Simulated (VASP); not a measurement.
PbSe (Clausthalite): band structure with PW91

**What was measured.**

From a printed reference work, monograph, for a bulk crystal of PbSe at 300 K: band gap 0.28 eV (direct).

PbSe (Clausthalite):

```
CELL_PARAMETERS angstrom
0.00000 3.06065 3.06065
3.06065 0.00000 3.06065
3.06065 3.06065 0.00000
ATOMIC_POSITIONS crystal
Pb 0.00000 0.00000 0.00000
Se 0.50000 0.50000 0.50000
```

```
Program                : VASP 6.6.1
Task                   : band structure
Functional             : PW91
Potentials or basis    : VASP PAW PBE potentials, release 64 (Pb_d, Se)
Cutoff                 : 520 eV
k mesh                 : 8 × 8 × 8
Occupations            : fermi-dirac, width 0.05 eV
Spin                   : no spin polarisation
Further INCAR settings : ALGO = Fast; EDIFF = 1e-07
```

```yaml
Pressure: 2.4 GPa
Band_gap_on_the_k_mesh: 0.27 eV, direct
Band_gap_along_the_path: 0.27 eV, direct
```

Levels at the corners of the path, in eV from the valence-band top:
```tsv
point	band 8	band 9	band 10	band 11	band 12	band 13
Γ	-1.90	-1.90	-1.90	4.68	4.68	4.68
X	-5.00	-3.25	-3.25	3.69	5.58	5.58
X	-5.00	-3.25	-3.25	3.69	5.58	5.58
W	-4.25	-4.25	-0.81	1.86	4.93	4.93
W	-4.25	-4.25	-0.81	1.86	4.93	4.93
K	-4.60	-2.75	-2.41	3.37	3.99	5.41
K	-4.60	-2.75	-2.41	3.37	3.99	5.41
Γ	-1.90	-1.90	-1.90	4.68	4.68	4.68
Γ	-1.90	-1.90	-1.90	4.68	4.68	4.68
L	-1.48	-1.48	0.00	0.27	1.67	1.67
L	-1.48	-1.48	0.00	0.27	1.67	1.67
U	-4.60	-2.75	-2.41	3.37	3.99	5.41
U	-4.60	-2.75	-2.41	3.37	3.99	5.41
W	-4.25	-4.25	-0.81	1.86	4.93	4.93
W	-4.25	-4.25	-0.81	1.86	4.93	4.93
L	-1.48	-1.48	0.00	0.27	1.67	1.67
L	-1.48	-1.48	0.00	0.27	1.67	1.67
K	-4.60	-2.75	-2.41	3.37	3.99	5.41
U	-4.60	-2.75	-2.41	3.37	3.99	5.41
X	-5.00	-3.25	-3.25	3.69	5.58	5.58
```

Wall time 43 s on 1 thread of Intel(R) Xeon(R) Platinum 8488C (Sapphire Rapids) (shared host), peak memory 0.2 GiB.

Against the measured gap of PbSe, 0.28 eV (direct; 300 K; a printed reference work, monograph), the calculated 0.27 eV is off by -0.01 eV. 2 values of this kind are on record (0.15 to 0.28 eV); this one was drawn at random. Spin-orbit coupling on Pb, Se is left out. The value is that of PW91, without temperature or zero-point motion. Semilocal functionals fall short of measured gaps as a rule.

Caveat: the PAW data sets were made with another functional, which shifts forces and pressure a little; spin-orbit coupling is left out, which as a rule narrows the gap of such compounds by several tenths of an eV.
